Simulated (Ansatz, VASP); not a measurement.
# Si: VASP beside Ansatz

```
Si
1.0
    -1.64832    1.64832    1.33770
     1.64832   -1.64832    1.33770
     1.64832    1.64832   -1.33770
Si
1
Direct
  0.00000 0.00000 0.00000
```

Change from the starting cell: volume scaled by 1.04.

Alike in both runs: task single point; functional PBE; k mesh 13 × 13 × 13; occupations fermi-dirac, width 0.05 eV; no spin polarisation.

```csv
,VASP,Ansatz
version,VASP 6.6.1,Ansatz 0.2.0
potentials or method,"VASP PAW PBE potentials, release 64 (Si)",Ansatz PAW
plane-wave cutoff (eV),520,420
valence electrons in the cell,4,4
```

VASP gave:

| Item | Value |
| --- | --- |
| gap on the k mesh at the Fermi level (eV) | none |
| pressure (GPa) | -0.3 |
| largest component of the traceless stress (GPa) | 1.74 |

**Question.** What did Ansatz give for the same quantities?

**Answer.** gap on the k mesh at the Fermi level (eV): none; pressure (GPa): -0.2; largest component of the traceless stress (GPa): 1.73.

A gap of «none» marks a metal or a gap that the smearing closes.
